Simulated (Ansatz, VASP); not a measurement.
One calculation of MnS, two programs

```xyz
2
Lattice="0.0000 2.6122 2.6122 2.6122 0.0000 2.6122 2.6122 2.6122 0.0000" Properties=species:S:1:pos:R:3 pbc="T T T"
Mn    0.0000    0.0000    0.0000
S     2.6122    2.6122    2.6122
```

Alike in both runs: task single point; functional LDA; k mesh 6 × 6 × 6; occupations gaussian, width 0.05 eV; non-collinear spin, spin-orbit coupling.

|  | VASP | Ansatz |
| --- | --- | --- |
| version | VASP 6.6.1 | Ansatz 0.2.0 |
| potentials or method | VASP PAW LDA potentials, release 64 (Mn_pv, S) | plane waves, PAW |
| plane-wave cutoff (eV) | 520 | 420 |
| valence electrons in the cell | 19 | 21 |

Ansatz gave:

```
gap on the k mesh at the Fermi level (eV) : none
pressure (GPa)                            : -12.2
net moment per atom (μB)                  : 2.28
```

Q: Estimate VASP's values.

A: gap on the k mesh at the Fermi level (eV): none; pressure (GPa): -13.4; net moment per atom (μB): 2.23.

A gap of «none» marks a metal or a gap that the smearing closes. The two sets of potentials don't hold the same shells in valence. Ansatz warned: «stress_scf_threshold_loose».

Caveats: a cell with one magnetic atom can't hold antiferromagnetic order, which such compounds often take.
